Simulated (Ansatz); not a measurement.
# WS2: stress in a strained cell, part 2 of 2

Aim: deform WS2 (equal xx and yy strain of -3 %) and compute stress, forces and field gradients with LAPW, PAW and all-electron datasets made for the crystal.

Ansatz 0.2.0; DFT LDA; a database cell (COD). «Crystal datasets» are all-electron PAW datasets made for this crystal. Earlier steps stand in the parts before.

### 5 All-electron PAW on datasets made for the crystal

Contents of input.yaml:

```yaml
crystal:
  lattice:
    - [1.5316303728, 0.884287208, 6.16333]
    - [-1.5316303728, 0.884287208, 6.16333]
    - [0.0, -1.768574416, 6.16333]
  atoms:
    - { symbol: W, position: [0.0, 0.0, 0.0] }
    - { symbol: S, position: [0.7503, 0.7503, 0.7503] }
    - { symbol: S, position: [0.581, 0.581, 0.581] }
kpoints:
  mp_grid: { grid: [13, 13, 13] }
scf:
  occupations: { method: fermi_dirac, width: 0.08 }
hamiltonian:
  xc: lda
  pseudopotentials: { kind: all_electron, datasets: crystal }
output:
  forces: true
  stress: true
  eigenvalues: true
  efg: { contact_densities: true }
```

The run is started by

```sh
$ ansatz run input.yaml --threads 1 --pin off --max-ram 6144MiB --backend cpu --events-out ev --progress --plain --runs-dir out
```

Standard output:

```text
basis.fft_grid_basis auto: the FFT boxes are laid along the combinations [[1, 0, -1], [0, 1, -1], [0, 0, 1]] of the cell's own vectors, 3.063, 3.063 and 6.412 Å long. The dense box has 18×18×40 points. Along the cell's own vectors, as sized, it would have 40×40×40, 4.94 times as many. Of the 6 symmetry operations that the crystal satisfies within crystal.symmetry.tolerance (time reversal apart; of a slab, those that keep its plane) the dense box along the cell's own vectors carries 6, and the one as laid loses 4 of those. basis.fft_grid_basis: typed keeps the cell's own vectors: state it where this run's energies or levels are differenced outside the engine with another run's, or held beside a run that keeps those vectors.
hamiltonian.pseudopotentials.datasets: crystal makes datasets for this crystal and solves the spheres of its atoms anew in each pass: cutoff 300.0 eV, the density's 1200.0 eV; for an error of 0.50 meV an atom under PBE, 1.5 meV for the cell; an energy difference from a run of another recipe may be off by several times the error for the cell, under r2SCAN by more, where some 0.1 meV an atom stays at smaller errors; S in spheres of 1.069 Å, 6 of its electrons in bands; W in spheres of 1.275 Å, 14 of its electrons in bands, 14 on its site; only band paths and densities of states list, in semicore columns, the levels of the semicore shells that are solved separately: 4f of W
band count auto-derived: 19 (N_el = 26.0; filled up to band 13; 17 by the electrons, moments and atoms)
W: output.efg is read without spin–orbit coupling, which moves field gradients at and beside such atoms by some per cent and up to a factor of two; PAW files take it under magnetization.noncollinear and magnetization.spin_orbit
Engine: ansatz 0.2.0
Pseudopotentials: kind: all_electron
Pseudopotential: W, paw, valence charge 28, recommended cutoff 300 eV (normal), Koelling and Harmon's equation, gaussian nucleus
Pseudopotential: S, paw, valence charge 6, recommended cutoff 300 eV (normal), Koelling and Harmon's equation, gaussian nucleus
Functional definition: SPW92
  exchange = slater_x
  correlation = pw_c
Crystal: 3 atoms, lattice volume = 50.086 Å³
Basis set: ecut = 300 eV, 611 PW (Γ), FFT grids on a1−a3, a2−a3, a3
Bands: 19, of which v1, the nominal top of the filled ones, is band 13 counted from 1 (12 counted from 0)
Symmetry: 6 space group operations
Space group: R3m (ITA 160), of the structure as read, at distance tolerance 3.7e-5 Å
k-points: 231 of 2197 (time reversal used)
Non-local potential: W, projectors of the file, l = 0: 2, l = 1: 2, l = 2: 2
Non-local potential: S, projectors of the file, l = 0: 1, l = 1: 1, l = 2: 2
PAW form: soft (Blöchl's): semilocal exchange-correlation on the pseudo side does not see the compensation charge
PAW one-centre angular grid: W, 590 points (default); XC on its mesh's 1797 points in the sphere
PAW one-centre angular grid: S, 110 points (default); XC on its mesh's 1905 points in the sphere
Initial density: superposition of atomic densities (neutral atoms: chi_scale 0, normalization atom)
Initial wavefunctions: pseudopotential atomic-orbital guess
Functional: x = slater, c = lda
iter 1 solved again at ethr=1.66e-2 eV; its pass at ethr=1.00e-1 eV (dr2=4.32e0 eV) is discarded
SCF iter   1: F=—  HF=-460611.783047 eV  |F-HF|=—  |Δ(HF+E_count)|=         —  Δρ=7.91e-2  dr2=4.32e0  ethr=1.66e-2  ⟨swp⟩=2.2  Hψ=23394  notcnv=0
preconditioner: auto → none  [insulator: Δε(μ)=0.917 eV  Ē_g=11.076 eV  σ=0.080 eV  W_gap=0.99  n_scr=10 (ndim 8)  ℏωp=22.3 eV  f_vac=0.000  D(μ)=0.00/eV (n_scr^D=0)  ε∞_Penn≈5.0]
SCF iter   2: F=—  HF=-460611.400649 eV  |F-HF|=—  |Δ(HF+E_count)|=   3.82e-1  Δρ=5.95e-2  dr2=5.23e0  ethr=1.66e-2  ⟨swp⟩=3.5  Hψ=12211  notcnv=0  defer=2
SCF iter   3: F=—  HF=-460610.877287 eV  |F-HF|=—  |Δ(HF+E_count)|=   5.23e-1  Δρ=3.43e-2  dr2=1.78e0  ethr=1.66e-2  ⟨swp⟩=3.6  Hψ=11149  notcnv=0  defer=6
iter 4 solved again at ethr=5.98e-4 eV; its pass at ethr=6.85e-3 eV (dr2=1.55e-1 eV) is discarded
SCF iter   4: F=—  HF=-460610.609599 eV  |F-HF|=—  |Δ(HF+E_count)|=   2.68e-1  Δρ=1.30e-2  dr2=1.52e-1  ethr=5.98e-4  ⟨swp⟩=2.4  Hψ=19458  notcnv=0  defer=17
SCF iter   5: F=—  HF=-460610.584527 eV  |F-HF|=—  |Δ(HF+E_count)|=   2.51e-2  Δρ=2.41e-3  dr2=4.82e-3  ethr=5.84e-4  ⟨swp⟩=3.2  Hψ=10272  notcnv=0  defer=8
SCF iter   6: F=—  HF=-460610.584955 eV  |F-HF|=—  |Δ(HF+E_count)|=   4.29e-4  Δρ=1.09e-3  dr2=1.06e-3  ethr=1.85e-5  ⟨swp⟩=3.0  Hψ=8621  notcnv=0  defer=3
SCF iter   7: F=—  HF=-460610.584802 eV  |F-HF|=—  |Δ(HF+E_count)|=   1.53e-4  Δρ=2.97e-4  dr2=8.35e-5  ethr=4.07e-6  ⟨swp⟩=2.0  Hψ=9106  notcnv=0  defer=6
SCF iter   8: F=—  HF=-460610.584797 eV  |F-HF|=—  |Δ(HF+E_count)|=   5.69e-6  Δρ=6.42e-5  dr2=2.79e-6  ethr=3.21e-7  ⟨swp⟩=3.0  Hψ=8016  notcnv=0
SCF iter   9: F=—  HF=-460610.584797 eV  |F-HF|=—  |Δ(HF+E_count)|=   4.34e-7  Δρ=4.51e-5  dr2=2.85e-6  ethr=1.07e-8  ⟨swp⟩=3.0  Hψ=9306  notcnv=0
SCF iter  10: F=—  HF=-460610.584797 eV  |F-HF|=—  |Δ(HF+E_count)|=   4.96e-7  Δρ=9.04e-6  dr2=9.74e-8  ethr=1.07e-8  ⟨swp⟩=2.1  Hψ=7424  notcnv=0  defer=1
SCF iter  11: F=-460610.584797 eV  HF=-460610.584797 eV  |F-HF|=5.82e-9  |Δ(HF+E_count)|=   7.86e-9  Δρ=2.28e-6  dr2=6.01e-9  ethr=3.75e-10  ⟨swp⟩=3.0  Hψ=8635  notcnv=0
SCF 1 converged in 11 iterations: F = -460610.584798 eV  dr2 = 6.01e-9
  Residual-converged pass: ⟨swp⟩=3.0  Hψ=8699  notcnv=0  max |occ|·‖R‖ = 6.4e-6 eV (tolerance 6.5e-6 eV)  dr2=5.59e-9  dr2_onsite=9.37e-9  max |Δocc| = 5.7e-9
SCF converged after 11 iterations
Free energy (F): -460610.584798 eV
Harris-Foulkes:  -460610.584798 eV  (|F-HF|=5.82e-9)
Internal energy: -460610.584773 eV  (E = F + TS)
E sigma→0 (E₀):  -460610.584785 eV
Entropy (-TS):   -0.000025 eV (-0.008 meV/atom)
Past the cutoff: the bands carry plane waves up to 1.75 times it, of which those up to 1.5 times it add -0.000172 eV an atom, each by itself; the spheres take 0.000131 eV an atom off the energy for waves past 1.75 times it
By the cutoff:   a pressure is off by up to 0.006 GPa (1.2 times the spheres' own share and the shells' term, over an atom's volume, and 0.004 GPa: a bound that held against runs at twice the plane waves)
Past the cutoffs: a stress includes 0.0008 GPa for waves and charges beyond them, in addition to the slope of what the spheres take
In the spheres:  the bands' charges fall short by 6.2e-7 e at most (sound up to 1e-3), those of shells solved beside the bands by 4.8e-8 e (sound up to 5e-4)
Fermi energy:    15.546559 eV
--- Per-component energies (eV) ---
  The terms above E_closure are by the made datasets' own strengths, without shells solved beside the bands.
--- Forces (eV/Å), atoms counted from 1 ---
  atom   1  W      0.00000000    -0.00000000    -0.67405038
  atom   2  S     -0.00000000     0.00000000     0.79746510
  atom   3  S      0.00000000    -0.00000000    -0.12340176
  max |Σ_I F_I| component: 1.30e-5 eV/Å
--- Stress (GPa, compression-positive) ---
        8.834609       0.000000      -0.000000
        0.000000       8.834609      -0.000000
       -0.000000      -0.000000       4.230794
  P = ⅓ Tr σ = 7.3000 GPa (73.000 kbar)
  It holds what live shells' own plane waves past their cutoff add
--- PAW observables at the nuclei: V_zz in 10²¹ V/m², potentials from the cell's mean, atoms counted from 1 ---
  atom   1  W  V_zz =   -16.064172   η = 0.0000   by run symmetry: allowed
            electrostatic potential = -14801.636402 V   contact ρ = 8784018.865262 e/Å³
  atom   2  S  V_zz =    -4.800580   η = 0.0000   by run symmetry: allowed
            electrostatic potential = -1636.764515 V   contact ρ = 19624.321280 e/Å³
  atom   3  S  V_zz =    -3.969386   η = 0.0000   by run symmetry: allowed
            electrostatic potential = -1636.745799 V   contact ρ = 19624.915339 e/Å³
--- Band table (eV; the first three rows and the last of 231) ---
  k-point 0: bands = ["-59.1624", "-23.5633", "-23.2584", "-23.2584", "-0.7939", "1.3339", "7.1627", "11.7015", "11.7015", "13.0794", "13.0794", "13.4267", "13.6677", "17.6818", "17.6818", "18.0350", "18.0350"]
  k-point 1: bands = ["-59.1608", "-23.5578", "-23.2884", "-23.2652", "-0.6777", "1.3679", "7.3034", "11.4212", "11.8175", "12.5063", "12.8974", "13.5493", "13.8933", "17.5237", "17.7389", "17.8071", "18.0115"]
  k-point 2: bands = ["-59.1561", "-23.5423", "-23.3710", "-23.2842", "-0.3430", "1.4661", "7.6907", "10.7565", "11.6826", "12.1297", "12.4787", "13.5475", "13.9060", "16.8672", "17.6599", "17.7785", "18.3941"]
  k-point 230: bands = ["-59.1608", "-23.5578", "-23.2884", "-23.2652", "-0.4475", "0.9254", "8.3505", "10.9034", "11.4095", "11.8033", "12.9272", "13.0822", "14.9418", "17.6506", "17.7445", "17.7636", "18.0329"]
```

It took 1.8 min on 1 thread of Arm Neoverse V2, shared host; peak memory 2.2 GiB.

Result: pressure 7.30 GPa; gap on the k mesh 1.07 eV (an odd mesh misses the zone boundary); largest force 0.797 eV/Å; Vzz W1 -16.06 (η = 0.00), S2 -4.80 (η = 0.00), S3 -3.97 (η = 0.00) (10²¹ V/m²).

### 6 Side by side

Stress (GPa, compression positive):

```csv
method,xx,yy,zz,yz,xz,xy
LAPW,8.84,8.84,4.23,0.00,0.00,0.00
PAW,8.82,8.82,4.25,0.00,0.00,0.00
crystal datasets,8.83,8.83,4.23,0.00,0.00,0.00
```

Forces (eV/Å):

```csv
atom,LAPW x,LAPW y,LAPW z,PAW x,PAW y,PAW z,crystal datasets x,crystal datasets y,crystal datasets z
W1,0.000,0.000,-0.674,0.000,0.000,-0.675,0.000,0.000,-0.674
S2,0.000,0.000,0.797,0.000,0.000,0.800,0.000,0.000,0.797
S3,0.000,0.000,-0.123,0.000,0.000,-0.125,0.000,0.000,-0.123
```

| method | pressure (GPa) | gap on the k mesh (eV) | largest force (eV/Å) | Vzz W1 (10²¹ V/m²) | Vzz S2 (10²¹ V/m²) | Vzz S3 (10²¹ V/m²) | SCF cycles, all passes |
| --- | --- | --- | --- | --- | --- | --- | --- |
| LAPW | 7.30 | 1.07 | 0.797 | – | – | – | 10 |
| PAW | 7.29 | 1.06 | 0.800 | -16.45 | -4.79 | -3.96 | 8 |
| crystal datasets | 7.30 | 1.07 | 0.797 | -16.06 | -4.80 | -3.97 | 11 |

### 7 Outcome

The summary covers parts 1 to 2.

| quantity | value |
| --- | --- |
| pressure | LAPW 7.30, PAW 7.29, crystal datasets 7.30 GPa |
| largest shear or deviatoric stress (LAPW) | 3.07 GPa |

**Reading.** The largest part of the stress beyond the pressure is 3.07 GPa in size, in the zz component; the atoms are carried along and not relaxed. No run of the undeformed cell stands beside it, so the pressure holds what the given cell had before the change. PAW: stress within 0.02 GPa of LAPW, forces within 3 meV/Å. Crystal datasets: stress within 0.01 GPa of LAPW, forces within 1 meV/Å. Spin-orbit coupling is left out, though the cell holds W; in elements this heavy it can shift bands and gaps by tenths of an eV.
